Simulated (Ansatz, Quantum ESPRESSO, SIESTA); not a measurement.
Te2Mo: 4 runs at one level of theory

```
Te Mo
1.0
     6.36161    0.00000    0.00000
     0.00000    3.48040    0.00000
    -0.08574    0.00000   36.17589
Te Mo
4 2
Direct
  0.42925 0.75000 0.54070
  0.57075 0.25000 0.45930
  0.92085 0.25000 0.55653
  0.07915 0.75000 0.44347
  0.18135 0.25000 0.49747
  0.81865 0.75000 0.50253
```

The cell is a database's computed one, not the measured one.

The cell holds a layer with vacuum beside it, so values per volume hang on the cell's height.

Alike in all runs: task band structure; functional PBEsol; k mesh 4 × 8 × 1; occupations fermi-dirac, width 0.05 eV; no spin polarisation; no spin-orbit coupling.

```
                                                                                      program and potentials  plane-wave cutoff (eV)                                                                                             notes  largest force (eV/Å)
                                                                                          Ansatz, Ansatz PAW                     420  potentials made for PBE, which Ansatz adapts in part; 15.33 valence electrons an atom on average                 0.248
                                                              Ansatz, all-electron LAPW, scalar-relativistic                       -                                                                                                 -                 0.248
                                                                           Quantum ESPRESSO, GBRV 1.5 PBEsol                     612                                                         8.67 valence electrons an atom on average                 0.178
SIESTA, files PseudoDojo sr-pbesol-0.4.1-standard, DZP (energy shift 0.003 Ry; two zetas on semicore shells)                       -                                          atomic basis; 15.33 valence electrons an atom on average                 0.404
```

Force on atom 1 (Te), eV/Å:

| program and potentials | x | y | z |
| --- | --- | --- | --- |
| Ansatz, Ansatz PAW | 0.035 | 0.000 | -0.246 |
| Ansatz, all-electron LAPW, scalar-relativistic | 0.035 | 0.000 | -0.245 |
| Quantum ESPRESSO, GBRV 1.5 PBEsol | 0.034 | 0.000 | -0.175 |
| SIESTA, files PseudoDojo sr-pbesol-0.4.1-standard, DZP (energy shift 0.003 Ry; two zetas on semicore shells) | 0.032 | 0.000 | 0.059 |

Rows in atomic bases carry the error of their basis and grid, which can be large.

Differences between rows come from potentials, basis sets and numerical settings, since the functional is the same but for its coding. Runs on potential files found faulty are left out.
